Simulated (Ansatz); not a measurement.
# Ansatz 0.2.0, vacancy hop by nudged elastic band: Sc

The command:

```bash
ansatz run input.yaml --threads 4 --pin off --max-ram 8192MiB --backend cpu --events-out ev --progress --plain --runs-dir out
```

Input:

```yaml
crystal:
  lattice:
    - [6.68287, 5.8e-07, 0.0]
    - [-3.3414355, 5.78753571, 0.0]
    - [0.0, 0.0, 10.69543]
  atoms:
    - { symbol: Sc, position: [0.16189858, 0.32371605, 0.12449504] }
    - { symbol: Sc, position: [0.16238757, 0.33150106, 0.62178903] }
    - { symbol: Sc, position: [0.33313789, 0.16495466, 0.87348581] }
    - { symbol: Sc, position: [0.16720789, 0.84289858, 0.12758596] }
    - { symbol: Sc, position: [0.33533216, 0.66788572, 0.3747978] }
    - { symbol: Sc, position: [0.16788378, 0.83529305, 0.62720614] }
    - { symbol: Sc, position: [0.33245552, 0.6685138, 0.87476277] }
    - { symbol: Sc, position: [0.66476449, 0.33026436, 0.12523888] }
    - { symbol: Sc, position: [0.83471883, 0.16847227, 0.37185163] }
    - { symbol: Sc, position: [0.67076596, 0.33123067, 0.62392899] }
    - { symbol: Sc, position: [0.84225361, 0.1697786, 0.87384607] }
    - { symbol: Sc, position: [0.66324224, 0.8305594, 0.12334768] }
    - { symbol: Sc, position: [0.83960231, 0.66779674, 0.3781741] }
    - { symbol: Sc, position: [0.66523857, 0.83592276, 0.62379624] }
    - { symbol: Sc, position: [0.83386688, 0.66743075, 0.87454036] }
kpoints:
  mp_grid: { grid: [3, 3, 2] }
magnetization:
  spin_polarized: false
scf:
  occupations: { method: fermi_dirac, width: 0.1 }
hamiltonian:
  pseudopotentials: { kind: paw }
  xc: pbe
basis:
  ecutwfc: 420
neb:
  images: 3
  relax_end_points: true
  climbing: true
  f_tol: 0.1
  max_iterations: 40
  order_check: false
  final_atoms:
    - { symbol: Sc, position: [0.16189858, 0.32371605, 0.12449504] }
    - { symbol: Sc, position: [0.16238757, 0.33150106, 0.62178903] }
    - { symbol: Sc, position: [0.33313789, 0.16495466, 0.87348581] }
    - { symbol: Sc, position: [0.16720789, 0.84289858, 0.12758596] }
    - { symbol: Sc, position: [0.33533216, 0.66788572, 0.3747978] }
    - { symbol: Sc, position: [0.16788378, 0.83529305, 0.62720614] }
    - { symbol: Sc, position: [0.33245552, 0.6685138, 0.87476277] }
    - { symbol: Sc, position: [0.66476449, 0.33026436, 0.12523888] }
    - { symbol: Sc, position: [0.83471883, 0.16847227, 0.37185163] }
    - { symbol: Sc, position: [0.67076596, 0.33123067, 0.62392899] }
    - { symbol: Sc, position: [0.84225361, 0.1697786, 0.87384607] }
    - { symbol: Sc, position: [0.66324224, 0.8305594, 0.12334768] }
    - { symbol: Sc, position: [1.33339226, 1.16537823, 0.37459345] }
    - { symbol: Sc, position: [0.66523857, 0.83592276, 0.62379624] }
    - { symbol: Sc, position: [0.83386688, 0.66743075, 0.87454036] }
```

Origin of the cell: a database entry, scaled a little.

The cell is 2×2×2 cells of Sc with one Sc taken out; atom 13 (Sc) hops into the empty site, 3.31 Å away before the end points are relaxed. All atoms were shaken by about 0.02 Å first.

Output (shortened):

```
Warning: neb: disabling space-group detection — the band's intermediate images generally break the endpoint symmetry, so no spatial operation reduces the k-mesh or symmetrises the density, ex […]
Pseudopotentials: kind: paw
Pseudopotential: Sc, paw, valence charge 11, recommended cutoff 420 eV (normal), Sc.paw.azcp
Functional definition: PBE
  exchange = pbe_x(kappa = kappa, mu = beta*pi^2/3)
  correlation = pbe_c(beta = beta)
parallel-image band execution: 3 concurrent image workers
NEB image 0
Crystal: 15 atoms, lattice volume = 413.671 Å³
Basis set: ecut = 420 eV, 8063 PW (Γ), exchange–correlation on 90×90×144 points (8 copies of the dense FFT grid, shifted against one another)
Bands: 99, of which v1, the nominal top of the filled ones, is band 83 counted from 1 (82 counted from 0)
Symmetry: 1 space group operations
[… 3 lines left out …]
Initial density: superposition of atomic densities (neutral atoms: chi_scale 0, normalization atom), corrected by the library's trained network
Functional: x = pbe(κ = 0.804, μ = 0.219515), c = pbe(β = 0.066725)
SCF iter   1: F=—  HF=-32035.250108 eV  Δρ=3.35e-3  dr2=1.94e-1
SCF iter   2: F=—  HF=-32035.241518 eV  Δρ=1.65e-3  dr2=2.77e-2
SCF iter   3: F=—  HF=-32035.240878 eV  Δρ=6.52e-4  dr2=4.05e-3
[… 3 lines left out …]
SCF iter   7: F=—  HF=-32035.240495 eV  Δρ=1.25e-5  dr2=1.20e-6
SCF iter   8: F=—  HF=-32035.240495 eV  Δρ=4.74e-6  dr2=2.19e-7
SCF iter   9: F=-32035.240495 eV  HF=-32035.240495 eV  Δρ=1.68e-6  dr2=2.99e-8
NEB iter   1: max|band force component| = 9.314e-1 eV/Å  barrier→ = 0.7975 eV  barrier← = 0.7975 eV  Δτ_max = 0.1951 Å  (57 SCF iters)
NEB iter   2: max|band force component| = 5.244e-1 eV/Å  barrier→ = 0.3010 eV  barrier← = 0.3011 eV  Δτ_max = 0.1965 Å  (30 SCF iters)
NEB iter   3: max|band force component| = 1.636e-1 eV/Å  barrier→ = 0.1575 eV  barrier← = 0.1576 eV  CI = image 2  Δτ_max = 0.1247 Å  (27 SCF iters)
NEB iter   4: max|band force component| = 6.290e-2 eV/Å  barrier→ = 0.1209 eV  barrier← = 0.1210 eV  CI = image 2  Δτ_max = 0.0598 Å  (24 SCF iters)
NEB iter   5: max|band force component| = 8.637e-2 eV/Å  barrier→ = 0.1139 eV  barrier← = 0.1140 eV  CI = image 2  Δτ_max = 0.0326 Å  (7 SCF iters)
NEB iter   6: max|band force component| = 1.496e-1 eV/Å  barrier→ = 0.1112 eV  barrier← = 0.1113 eV  CI = image 2  Δτ_max = 0.0449 Å  (6 SCF iters)
NEB iter   7: max|band force component| = 2.456e-2 eV/Å  barrier→ = 0.1101 eV  barrier← = 0.1102 eV  CI = image 2  Δτ_max = 0.0000 Å  (21 SCF iters)
--- NEB band (5 images, 7 band iterations, 172 SCF iterations, 51 more in tests of the images' electronic states and relaxations of end points) ---
  forward barrier  = 0.110130 eV
  backward barrier = 0.110199 eV
  lagrangian_above_aufbau_ev (what the smearing adds, to first order; not taken off the barriers): saddle image -0.494853 eV, end points -0.506363 and -0.505991 eV
  climbing image's point = of an order that was not read
  energies are F+E_penalty+E_count in eV, relative to image 0
  image     s (Å)  Δ vs image 0  max|band force component| (eV/Å)
      0    0.0000      0.000000                                 —
      1    0.9551      0.024630                          2.456e-2
  *   2    1.9099      0.110130                          1.005e-2
      3    2.8741      0.023180                          2.371e-2
      4    3.8385     -0.000069                                 —
```

The converged band:

```
image  path over all atoms (Å)  ΔF (eV)  Sc x     y  z (Å)
    0                     0.00    0.000  3.32  3.89   4.01
    1                     0.96    0.025  3.62  4.59   4.01
    2                     1.91    0.110  3.92  5.46   4.01
    3                     2.87    0.023  4.52  6.16   4.00
    4                     3.84    0.000  4.98  6.77   4.00
```

Relaxed start, forces in eV/Å:

```xyz
15
Lattice="6.683 0.000 0.000 -3.341 5.788 0.000 0.000 0.000 10.695" Properties=species:S:1:pos:R:3:forces:R:3 pbc="T T T" image=0
Sc   -0.012    1.937    1.308    0.005   -0.002    0.001
Sc   -0.010    1.934    6.702    0.003   -0.001    0.002
Sc    1.673    0.964    9.354    0.000    0.002    0.002
Sc   -1.666    4.810    1.309   -0.003    0.003   -0.002
Sc    0.039    3.874    4.008    0.002   -0.003   -0.005
Sc   -1.665    4.805    6.707    0.000    0.009   -0.002
Sc   -0.011    3.849    9.353   -0.003   -0.001    0.004
Sc    3.355    1.940    1.310   -0.002   -0.001   -0.001
Sc    5.009    0.931    4.005   -0.005    0.000    0.002
Sc    3.356    1.938    6.702   -0.004   -0.005    0.002
Sc    5.013    0.982    9.353    0.003    0.002    0.001
Sc    1.673    4.827    1.320    0.002   -0.005    0.008
Sc    3.317    3.888    4.009    0.002   -0.002   -0.006
Sc    1.674    4.822    6.693   -0.001    0.005   -0.010
Sc    3.359    3.851    9.353    0.001    0.000    0.005
```

Highest image (2), forces in eV/Å:

```xyz
15
Lattice="6.683 0.000 0.000 -3.341 5.788 0.000 0.000 0.000 10.695" Properties=species:S:1:pos:R:3:forces:R:3 pbc="T T T" image=2
Sc   -0.020    1.821    1.398   -0.001    0.002    0.005
Sc   -0.020    1.821    6.612   -0.001    0.002   -0.005
Sc    1.706    0.909    9.353    0.003    0.001    0.000
Sc   -1.528    4.742    1.210    0.001   -0.001   -0.001
Sc    0.253    3.714    4.005   -0.006    0.003    0.000
Sc   -1.528    4.742    6.800    0.001   -0.001    0.001
Sc    0.106    3.799    9.353   -0.004    0.003    0.000
Sc    3.306    1.952    1.190   -0.005    0.003   -0.005
Sc    4.492    1.266    4.005    0.010   -0.006    0.000
Sc    3.306    1.952    6.820   -0.005    0.003    0.006
Sc    5.015    0.965    9.353    0.003   -0.002    0.000
Sc    1.756    4.896    1.399   -0.002   -0.001    0.005
Sc    3.916    5.458    4.005    0.006   -0.003    0.000
Sc    1.756    4.896    6.612   -0.002   -0.001   -0.005
Sc    3.409    3.858    9.353    0.000   -0.002    0.000
```

Relaxed end, forces in eV/Å:

```xyz
15
Lattice="6.683 0.000 0.000 -3.341 5.788 0.000 0.000 0.000 10.695" Properties=species:S:1:pos:R:3:forces:R:3 pbc="T T T" image=4
Sc    0.000    1.929    1.321    0.000    0.002   -0.001
Sc    0.001    1.929    6.687    0.000    0.000    0.000
Sc    1.686    0.957    9.352   -0.001    0.000    0.000
Sc   -1.658    4.831    1.306    0.000   -0.001    0.000
Sc   -0.001    3.820    4.004   -0.001   -0.001   -0.001
Sc   -1.657    4.831    6.701   -0.001    0.000    0.000
Sc    0.000    3.876    9.352    0.000   -0.001    0.001
Sc    3.342    1.915    1.307    0.001    0.000    0.000
Sc    5.047    0.980    4.004    0.001    0.001    0.000
Sc    3.343    1.916    6.700   -0.001    0.000    0.001
Sc    4.998    0.957    9.352    0.001   -0.001    0.000
Sc    1.658    4.830    1.306    0.000    0.000    0.000
Sc    4.982    6.771    4.004    0.000    0.002    0.000
Sc    1.659    4.830    6.702    0.001    0.000   -0.001
Sc    3.342    3.859    9.352    0.000    0.000    0.000
```

Barrier of this path: 0.11 eV forwards, 0.11 eV backwards, after 7 band iterations.

Caveats: no moments, though an odd count or open d shells may carry them; the k mesh is coarse if the cell is a metal; a small cell with a neutral vacancy and no spin, whose shape can make like sites unlike; the cell is held at a rescaled volume, and strain moves barriers; the hop was drawn among near neighbours and need not be the easiest path; few images and a loose tolerance, and neither the top nor the ends were tested for their order.

The run took 5.6 min on 4 threads of Arm Neoverse V2 (shared host), peak memory 2.1 GiB, from the program's own first density.
